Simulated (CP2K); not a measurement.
ZnS (Wurtzite-2H) under changes of volume

One of the cells (19.603 Å³/atom); the others are scaled copies at fixed shape and fractional positions:

```xyz
4
Lattice="3.8110 0.0000 0.0000 -1.9055 3.3004 0.0000 0.0000 0.0000 6.2340" Properties=species:S:1:pos:R:3 pbc="T T T"
Zn    1.9055    1.1001    3.1170
Zn    0.0000    2.2003    0.0000
S     1.9055    1.1001    5.5171
S     0.0000    2.2003    2.4001
```

- Program: CP2K 2026.2
- Functional: PBE
- Potentials or basis: POTENTIAL_UZH Zn GTH-PBE-q12, S GTH-PBE-q6; TZVP-MOLOPT-PBE-GTH basis
- Density cutoff: 6123 eV
- k mesh: 8 × 8 × 5
- Occupations: fermi-dirac, width 0.05 eV
- Spin: no spin polarisation

| volume (Å³/atom) | energy over the lowest point (meV/atom) | pressure (GPa) | gap on the mesh (eV) |
| --- | --- | --- | --- |
| 18.427 | 50.20 | 8.6 | 2.51 |
| 18.819 | ? | ? | ? |
| 19.211 | 16.36 | 4.5 | 2.31 |
| 19.603 | 7.48 | 2.8 | 2.21 |
| 19.995 | 1.30 | 1.2 | 2.12 |
| 20.387 | 0.00 | -0.2 | 2.03 |
| 20.779 | 1.94 | -1.4 | 1.94 |

Q: What does the run at 18.819 Å³/atom give?

A: Energy over the lowest point 31.85 meV/atom; pressure 6.5 GPa; gap on the mesh 2.41 eV.

Worked out: A Birch-Murnaghan fit of order 3 (a polynomial in V^(-2/3)) to the other rows has its minimum at 20.36 Å³/atom with B0 = V·E''(V) = 74 GPa and B' = 3.8 at fixed shape and positions, which overstates the stiffness. It gives 30.86 meV/atom at 18.819 Å³/atom, against the run's 31.85, and -dE/dV = 6.8 GPa, against 6.5. A straight line through the other rows of the gap, of slope -4.74 eV per unit of ln V (its deformation potential), gives 2.41 eV, against the run's 2.41.

Energies are extrapolated to zero smearing.

Caveats: the basis of atomic orbitals isn't converged, which shifts pressures, moduli and gaps.
